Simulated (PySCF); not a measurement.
Piperidine, C₅H₁₁N.
Bonds: C1–C2, C2–C3, C3–N4, N4–C5, C5–C6, C1–C6. Hydrogens: H7, H8 on C1; H9, H10 on C2; H11, H12 on C3; H13 on N4; H14, H15 on C5; H16, H17 on C6.

The same species was optimised twice, with GFN2-xTB and with PBE0-D3(BJ)/def2-SVP (PySCF), and the same property calculations (PySCF, gas phase) were run on both structures.

```tsv
coordinate	GFN2-xTB	PBE0-D3(BJ)/def2-SVP	change
C5–C6 (Å)	1.534	1.529	-0.005
C2–C3 (Å)	1.534	1.529	-0.005
N4–C5 (Å)	1.452	1.450	-0.002
C3–N4 (Å)	1.452	1.450	-0.002
C1–C6 (Å)	1.528	1.526	-0.002
C1–C2 (Å)	1.528	1.526	-0.002
C3–N4–C5 (°)	111.3	112.7	+1.4
C2–C3–N4 (°)	113.0	114.0	+1.0
N4–C5–C6 (°)	113.0	114.0	+1.0
C1–C2–C3 (°)	109.6	110.6	+1.0
C1–C6–C5 (°)	109.6	110.6	+1.0
C2–C1–C6 (°)	110.0	110.9	+0.9
```

Rotational constants: A = 4565, B = 4453, C = 2586 MHz (GFN2-xTB) against A = 4524, B = 4432, C = 2551 MHz (PBE0-D3(BJ)/def2-SVP). Point groups within 0.08 Å: Cs and Cs.

On the GFN2-xTB structure: HOMO (eV) -6.12 [PBE0/pcSseg-1]; LUMO (eV) 1.46 [PBE0/pcSseg-1]; dipole (D) 1.20 [PBE0/pcSseg-1]; GIAO shielding of C1 (ppm) 157.5 [PBE0/pcSseg-1]; GIAO shielding of C2/C6 (mean) (ppm) 153.7 [PBE0/pcSseg-1]; GIAO shielding of C3/C5 (mean) (ppm) 134.8 [PBE0/pcSseg-1]; GIAO shielding of N4 (ppm) 206.9 [PBE0/pcSseg-1].

Problem. What do these properties become on the PBE0-D3(BJ)/def2-SVP structure?

Solution. 
```csv
property,level,on GFN2-xTB,on PBE0-D3(BJ)/def2-SVP,change
HOMO (eV),PBE0/pcSseg-1,-6.12,-6.14,-0.02
LUMO (eV),PBE0/pcSseg-1,1.46,1.40,-0.06
dipole (D),PBE0/pcSseg-1,1.20,1.14,-0.06
"energy, GFN2-xTB geometry as zero (kcal/mol)",PBE0/pcSseg-1,0.0,-0.6,-0.6
GIAO shielding of C1 (ppm),PBE0/pcSseg-1,157.5,157.1,-0.4
GIAO shielding of C2/C6 (mean) (ppm),PBE0/pcSseg-1,153.7,153.7,0.0
GIAO shielding of C3/C5 (mean) (ppm),PBE0/pcSseg-1,134.8,135.6,+0.8
GIAO shielding of N4 (ppm),PBE0/pcSseg-1,206.9,212.2,+5.3
```

The heavy atoms differ by 0.016 Å rms after alignment. Among bonds between heavy atoms C2–C3 and C5–C6 change most and about equally (-0.005 Å). Changes are differences of the printed values. Neither structure is proved a minimum here.
